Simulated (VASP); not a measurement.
# TiO2 (Anatase) (I4_1/amd) in VASP: a series of runs

Runs on TiO2 (Anatase). Level: PBEsol. Tasks: relaxation of cell and atoms.

Everything below comes from runs of VASP 6.6.1. Logs are shortened: lines on timing, memory, paths and dates and some standing lists are left out, and cuts for length are marked.

## Step 1: Starting point

Symmetry: I4_1/amd, No. 141, tetragonal system. Conventional cell: a = 3.784 Å, b = 3.784 Å, c = 9.515 Å, α = 90.00°, β = 90.00°, γ = 90.00°. Ti (site symmetry -4m2) is surrounded by 6 O at 1.93 to 1.98 Å. O (site symmetry 2mm) has 3 Ti at 1.93 to 1.98 Å as nearest neighbours.

## Step 2: Relaxation of cell and atoms, PBEsol

File INCAR:

```
PREC = Accurate
ENCUT = 600
EDIFF = 1E-6
ISMEAR = 0
SIGMA = 0.03
LREAL = False
LASPH = True
NELM = 80
ALGO = Normal
ISIF = 3
LWAVE = False
LCHARG = False
GGA = PS
IBRION = 2
NSW = 90
EDIFFG = -0.01
KPAR = 2
```

File KPOINTS:

```
Automatic mesh
0
Gamma
  10 10 10
```

File POSCAR:

```
TiO2
1.0
   -1.8921000000      1.8921000000      4.7573000000
    1.8921000000     -1.8921000000      4.7573000000
    1.8921000000      1.8921000000     -4.7573000000
Ti O
2 4
Direct
    0.0000000000      0.0000000000      0.0000000000
    0.7500000000      0.2500000000      0.5000000000
    0.2081000000      0.2081000000      0.0000000000
    0.9581000000      0.4581000000      0.5000000000
    0.5419000000      0.0419000000      0.5000000000
    0.7919000000      0.7919000000      0.0000000000
```

Potentials or basis: VASP PAW PBE potentials, release 64 (Ti_sv, O).

On the command line:

```
$ cat potpaw_PBE.64/Ti_sv/POTCAR potpaw_PBE.64/O/POTCAR > POTCAR
$ mpirun -np 2 vasp_std > vasp.out
```

OUTCAR:

```text
PREC = Accurate
   ENCUT = 600
   EDIFF = 1E-6
   ISMEAR = 0
   LREAL = False
   LASPH = True
   NELM = 80
   ISIF = 3
   GGA = PS
   IBRION = 2
   NSW = 90
   EDIFFG = -0.01

 ion  position               nearest neighbor table
   1  0.000  0.000  0.000-   5 1.93   4 1.93   5 1.93   4 1.93   3 1.98   6 1.98
   2  0.750  0.250  0.500-   6 1.93   3 1.93   6 1.93   3 1.93   4 1.98   5 1.98
   3  0.208  0.208  0.000-   2 1.93   2 1.93   1 1.98
   4  0.958  0.458  0.500-   1 1.93   1 1.93   2 1.98
   5  0.542  0.042  0.500-   1 1.93   1 1.93   2 1.98
   6  0.792  0.792  0.000-   2 1.93   2 1.93   1 1.98

  LATTYP: Found a body centered tetragonal cell.
 ALAT       =     3.7842000000
 C/A-ratio  =     2.5142962846

  Lattice vectors:

 A1 = (  -1.8921000000,   1.8921000000,   4.7573000000)
 A2 = (   1.8921000000,  -1.8921000000,   4.7573000000)
 A3 = (   1.8921000000,   1.8921000000,  -4.7573000000)

Analysis of symmetry for initial positions (statically):
=====================================================================
 Subroutine PRICEL returns:
 Original cell was already a primitive cell.

 Routine SETGRP: Setting up the symmetry group for a
 body centered tetragonal supercell.

 Subroutine GETGRP returns: Found 16 space group operations
 (whereof  8 operations were pure point group operations)
 out of a pool of 16 trial point group operations.

The static configuration has the point symmetry D_2d.
 The point group associated with its full space group is D_4h.

Analysis of symmetry for dynamics (positions and initial velocities):
=====================================================================
 Subroutine PRICEL returns:
 Original cell was already a primitive cell.

 Routine SETGRP: Setting up the symmetry group for a
 body centered tetragonal supercell.

 Subroutine GETGRP returns: Found 16 space group operations
 (whereof  8 operations were pure point group operations)
 out of a pool of 16 trial point group operations.

The dynamic configuration has the point symmetry D_2d.
 The point group associated with its full space group is D_4h.

 Subroutine INISYM returns: Found 16 space group operations
 (whereof  8 operations are pure point group operations),
 and found     1 'primitive' translations

----------------------------------------------------------------------------------------

                                     Primitive cell

  volume of cell :      68.1253

  direct lattice vectors                    reciprocal lattice vectors
    -1.892100000  1.892100000  4.757300000     0.000000000  0.264256646  0.105101633
     1.892100000 -1.892100000  4.757300000     0.264256646  0.000000000  0.105101633
     1.892100000  1.892100000 -4.757300000     0.264256646  0.264256646  0.000000000

  length of vectors
     5.458203744  5.458203744  5.458203744     0.284390450  0.284390450  0.373715333

  position of ions in fractional coordinates (direct lattice)
     0.000000000  0.000000000  0.000000000
     0.750000000  0.250000000  0.500000000
     0.208100000  0.208100000  0.000000000
     0.958100000  0.458100000  0.500000000
     0.541900000  0.041900000  0.500000000
     0.791900000  0.791900000  0.000000000

  ion indices of the primitive-cell ions
   primitive index   ion index
                 1           1
                 2           2
                 3           3
                 4           4
                 5           5
                 6           6

----------------------------------------------------------------------------------------

 KPOINTS: Automatic mesh

Automatic generation of k-mesh.
 Grid dimensions read from file:
 generate k-points for:   10   10   10

 Generating k-lattice:

  Cartesian coordinates                     Fractional coordinates (reciprocal lattice)
     0.000000000  0.026425665  0.010510163     0.100000000  0.000000000  0.000000000
     0.026425665  0.000000000  0.010510163     0.000000000  0.100000000  0.000000000
     0.026425665  0.026425665  0.000000000     0.000000000  0.000000000  0.100000000

  Length of vectors
     0.028439045  0.028439045  0.037371533

  Shift w.r.t. Gamma in fractional coordinates (k-lattice)
     0.000000000  0.000000000  0.000000000

 Subroutine IBZKPT returns following result:
 ===========================================

 Found    102 irreducible k-points:

 Following reciprocal coordinates:
            Coordinates               Weight
  0.000000  0.000000  0.000000      1.000000
  0.100000 -0.000000  0.000000      8.000000
  0.200000 -0.000000  0.000000      8.000000
  0.300000 -0.000000  0.000000      8.000000
  0.400000  0.000000  0.000000      8.000000
  0.500000  0.000000  0.000000      4.000000
[... 16 lines left out ...]
  0.300000  0.300000  0.000000      8.000000
  0.400000  0.300000  0.000000     16.000000
 [... further k-points ...]
   k-points           NKPTS =    102   k-points in BZ     NKDIM =    102   number of bands    NBANDS=     28
   number of dos      NEDOS =    301   number of ions     NIONS =      6
   total plane-waves  NPLWV = 110592
   dimension x,y,z NGX =    48 NGY =   48 NGZ =   48
   dimension x,y,z NGXF=    96 NGYF=   96 NGZF=   96
   ions per type =               2   4
   NGX,Y,Z   is equivalent  to a cutoff of  14.62, 14.62, 14.62 a.u.
   NGXF,Y,Z  is equivalent  to a cutoff of  29.24, 29.24, 29.24 a.u.
 SYSTEM =  unknown system
   PREC   = accura    normal or accurate (medium, high low for compatibility)
   ISTART =      0    job   : 0-new  1-cont  2-samecut
   ICHARG =      2    charge: 1-file 2-atom 10-const
   ISPIN  =      1    spin polarized calculation?
   LNONCOLLINEAR =      F non collinear calculations
   LSORBIT =      F    spin-orbit coupling
   LASPH  =      T    aspherical Exc in radial PAW
   ENCUT  =  600.0 eV  44.10 Ry    6.64 a.u.  10.90 10.90 10.90*2*pi/ulx,y,z
   NELM   =     80;   NELMIN=  2; NELMDL= -5     # of ELM steps
   EDIFF  = 0.1E-05   stopping-criterion for ELM
   LREAL  =      F    real-space projection
   EDIFFG = -.1E-01   stopping-criterion for IOM
   NSW    =     90    number of steps for IOM
   IBRION =      2    ionic relax: 0-MD 1-quasi-New 2-CG
   NFREE  =      1    steps in history (QN), initial steepest desc. (CG)
   ISIF   =      3    stress and relaxation
   ISYM   =      2    0-nonsym 1-usesym 2-fastsym
   POTIM  = 0.5000    time-step for ionic-motion
   TEBEG  =    0.0;   TEEND  =   0.0 temperature during run
   PSTRESS=    0.0 pullay stress
   NELECT =      48.0000    total number of electrons
   NUPDOWN=      -1.0000    fix difference up-down
   EMIN   =  10.00;   EMAX   =-10.00  energy-range for DOS
   EFERMI =   0.00;   METHOD = LEGACY
   ISMEAR =     0;   SIGMA  =   0.03  broadening in eV -4-tet -1-fermi 0-gaus
   EFERMI_NEDOS =   21; number of points for ismear=-14 and -15
   IALGO  =     38    algorithm
   IMIX   =      4    mixing-type and parameters
     AMIX     =   0.40;   BMIX     =  1.00
     AMIX_MAG =   1.60;   BMIX_MAG =  1.00
  volume/ion in A,a.u.               =      11.35        76.62
  Fermi-wavevector in a.u.,A,eV,Ry     =   1.456752  2.752862 28.873289  2.122127
  Thomas-Fermi vector in A             =   2.573634
   LORBIT       =      0    0 simple, 1 ext, 2 COOP (PROOUT), +10 PAW based schemes
   GGA     = PS    functional components
   LHFCALC =     F    Hartree Fock is set to
   AEXX    =    0.0000 exact exchange contribution
   IVDW    =     0    specifies the selected vdW correction
   LEPSILON=     F    determine dielectric tensor
   LRPA    =     F    only Hartree local field effects (RPA)
 conjugate gradient relaxation of ions
 non-spin polarized calculation
 Gauss-broadening in eV      SIGMA  =   0.03
  energy-cutoff  :      600.00
  volume of cell :       68.13
 maximum number of plane-waves:      2300
 NGX is ok and might be reduce to    48
   NGX = 21   NGY = 21   NGZ = 21

--------------------------------------- Ionic step        1  -------------------------------------------

 number of electron      47.9999997 magnetization

 Free energy of the ion-electron system (eV)
  ---------------------------------------------------
  ext. energy  EPLUGINS =         0.00000000
  ---------------------------------------------------
  free energy    TOTEN  =       -56.22542237 eV

  energy without entropy =      -56.22542237  energy(sigma->0) =      -56.22542237

------------------------ aborting loop because EDIFF is reached ----------------------------------------

  FORCE on cell =-STRESS in cart. coord.  units (eV):
  Direction    XX          YY          ZZ          XY          YZ          ZX
  --------------------------------------------------------------------------------------
  -------------------------------------------------------------------------------------
  Total       -0.3652882     -0.3652882      0.0587806      0.0000000      0.0000000      0.0000000
  in kB       -8.5908780     -8.5908780      1.3824078      0.0000000      0.0000000      0.0000000
  external PRESSURE =      -5.2664494 kB  Pullay stress =       0.0000000 kB
[... 101 lines left out ...]
  FREE ENERGIE OF THE ION-ELECTRON SYSTEM (eV)
  ---------------------------------------------------
  free  energy   TOTEN  =       -56.2262038882 eV

  energy  without entropy=      -56.2262038882  energy(sigma->0) =      -56.22620389

[... ionic steps 4 to 9 ...]

--------------------------------------- Ionic step       10  -------------------------------------------

 number of electron      47.9999997 magnetization

------------------------ aborting loop because EDIFF is reached ----------------------------------------

  FORCE on cell =-STRESS in cart. coord.  units (eV):
  Direction    XX          YY          ZZ          XY          YZ          ZX
  --------------------------------------------------------------------------------------
  -------------------------------------------------------------------------------------
  Total        0.0650910      0.0650910     -0.0701601      0.0000000     -0.0000000      0.0000000
  in kB        1.5341444      1.5341444     -1.6536194      0.0000000     -0.0000000      0.0000000
  external PRESSURE =       0.4715565 kB  Pullay stress =       0.0000000 kB
[... 65 lines left out ...]
  energy  without entropy=      -56.2266009876  energy(sigma->0) =      -56.22660099

--------------------------------------- Ionic step       12  -------------------------------------------

 number of electron      47.9999997 magnetization

 Free energy of the ion-electron system (eV)
  ---------------------------------------------------
  ext. energy  EPLUGINS =         0.00000000
  ---------------------------------------------------
  free energy    TOTEN  =       -56.22661854 eV

  energy without entropy =      -56.22661854  energy(sigma->0) =      -56.22661854

 E-fermi :   3.5471     XC(G=0): -11.0252

 val. band max:        3.2875797210   @ k =  -0.4000   0.4000   0.0000
 cond. band min:       5.3804826700   @ k =   0.0000   0.0000   0.0000
 fundamental gap:      2.0929029490
 Fermi energy:         3.5470952300

 k-point     1 :       0.0000    0.0000    0.0000
  band No.  band energies     occupation
      1     -52.8175      2.00000
      2     -52.7557      2.00000
      3     -29.4067      2.00000
      4     -29.1603      2.00000
      5     -29.1603      2.00000
      6     -29.0877      2.00000
[... 733 lines left out ...]
     27       6.8456      0.00000
     28       6.9919      0.00000

 [... further k-points ...]

------------------------ aborting loop because EDIFF is reached ----------------------------------------

  FORCE on cell =-STRESS in cart. coord.  units (eV):
  Direction    XX          YY          ZZ          XY          YZ          ZX
  --------------------------------------------------------------------------------------
  -------------------------------------------------------------------------------------
  Total        0.0033278      0.0033278      0.0156834      0.0000000      0.0000000      0.0000000
  in kB        0.0784001      0.0784001      0.3694892      0.0000000      0.0000000      0.0000000
  external PRESSURE =       0.1754298 kB  Pullay stress =       0.0000000 kB
[... 21 lines left out ...]
  FREE ENERGIE OF THE ION-ELECTRON SYSTEM (eV)
  ---------------------------------------------------
  free  energy   TOTEN  =       -56.2266185361 eV

  energy  without entropy=      -56.2266185361  energy(sigma->0) =      -56.22661854

 reached required accuracy - stopping structural energy minimisation
```

It took 14 min on 2 MPI ranks of Intel Xeon 6975P-C (Granite Rapids), shared host; peak memory 0.47 GiB.

What came out:

* Free energy: -56.2266 eV
* Relaxed volume: 11.33 Å³/atom
* Relaxed cell: a = 5.473 Å, b = 5.473 Å, c = 5.473 Å, α = 139.69°, β = 139.69°, γ = 58.33°
* Space group after relaxing (to 0.05 Å): I4_1/amd (No. 141)
* Energy gained by relaxing: 0.2 meV/atom
* Ionic steps: 12
* Pressure after relaxing: 0.0 GPa
* Band gap on the k mesh: 2.09 eV, indirect (least direct gap 2.42 eV)

Step by step:
```
step  energy change (eV)  largest force (eV/Å)  pressure (GPa)  volume (Å³)
   1              0.0000                0.0106           -0.53        68.13
   2             -0.0006                0.0091            0.55        67.76
   3             -0.0008                0.0024            0.22        67.87
   4             -0.0008                0.0023            0.16        67.89
   5             -0.0009                0.0267           -0.03        67.95
   6             -0.0009                0.0355           -0.13        67.97
   7             -0.0009                0.0316           -0.09        67.96
   8             -0.0009                0.0296           -0.08        67.96
   9             -0.0010                0.0275           -0.05        67.96
  10             -0.0011                0.0225            0.05        67.98
  11             -0.0012                0.0117            0.04        68.02
  12             -0.0012                0.0012            0.02        68.01
```

Final structure:
```
CELL_PARAMETERS angstrom
-1.88605 1.88605 4.77950
1.88605 -1.88605 4.77950
1.88605 1.88605 -4.77950
ATOMIC_POSITIONS crystal
Ti 0.00000 0.00000 0.00000
Ti 0.75000 0.25000 0.50000
O 0.20756 0.20756 0.00000
O 0.95756 0.45756 0.50000
O 0.54244 0.04244 0.50000
O 0.79244 0.79244 0.00000
```

Caveat: the PAW data sets were made with another functional, which shifts forces and pressure a little. A k mesh can miss the band edges.

## Step 3: Relaxation of cell and atoms, PBEsol

Changes to INCAR since step 2:

```diff
@@ -2,3 +2,3 @@
 ENCUT = 600
-EDIFF = 1E-6
+EDIFF = 1E-7
 ISMEAR = 0
@@ -15,3 +15,3 @@
 NSW = 90
-EDIFFG = -0.01
+EDIFFG = -0.005
 KPAR = 2
```

KPOINTS is that of step 2.

File POSCAR:

```
TiO2                                    
1.0
   -1.8860493893      1.8860493893      4.7794972993
    1.8860493893     -1.8860493893      4.7794972993
    1.8860493893      1.8860493893     -4.7794972993
  Ti              O             
     2     4
Direct
     0.0000000000000000    0.0000000000000000    0.0000000000000000
     0.7500000000000000    0.2500000000000000    0.5000000000000000
     0.2075587146242187    0.2075587146242187    0.0000000000000000
     0.9575587146242187    0.4575587146242186    0.5000000000000000
     0.5424412853757813    0.0424412853757814    0.5000000000000000
     0.7924412853757813    0.7924412853757813    0.0000000000000000
```

Potentials or basis: VASP PAW PBE potentials, release 64 (Ti_sv, O).

On the command line:

```
$ cat potpaw_PBE.64/Ti_sv/POTCAR potpaw_PBE.64/O/POTCAR > POTCAR
$ mpirun -np 2 vasp_std > vasp.out
```

It took 4 min on 2 MPI ranks of Intel Xeon 6975P-C (Granite Rapids), shared host; peak memory 0.42 GiB.

Results (log left out):

- Free energy: -56.2264 eV
- Pressure after relaxing: 0.0 GPa
- Band gap on the k mesh: 2.09 eV, indirect (least direct gap 2.42 eV)

Final structure:
```
Ti O
1.0
    -1.88605    1.88605    4.77950
     1.88605   -1.88605    4.77950
     1.88605    1.88605   -4.77950
Ti O
2 4
Cartesian
  0.0000 0.0000 0.0000
  0.0000 1.8860 2.3897
  0.0000 0.0000 1.9841
  0.0000 1.8860 4.3738
  0.0000 1.8860 0.4057
  0.0000 0.0000 7.5749
```

Levels at points of the mesh, in eV from the valence-band top:
```
           k point  band 22  band 23  band 24  band 25  band 26  band 27
(0.00, 0.00, 0.00)    -0.77    -0.46    -0.46     2.09     2.84     4.03
(0.50, 0.00, 0.00)    -0.96    -0.83    -0.64     3.25     3.57     3.58
(0.50, 0.50, 0.00)    -2.09    -0.04    -0.04     3.33     3.33     3.83
(0.50, 0.50, 0.50)    -1.26    -0.10    -0.10     2.45     2.45     3.79
```

Caveat: the relaxation stopped at its first step, so nothing moved; the PAW data sets were made with another functional, which shifts forces and pressure a little. PBEsol gaps usually lie below the measured ones, often by a third to a half.
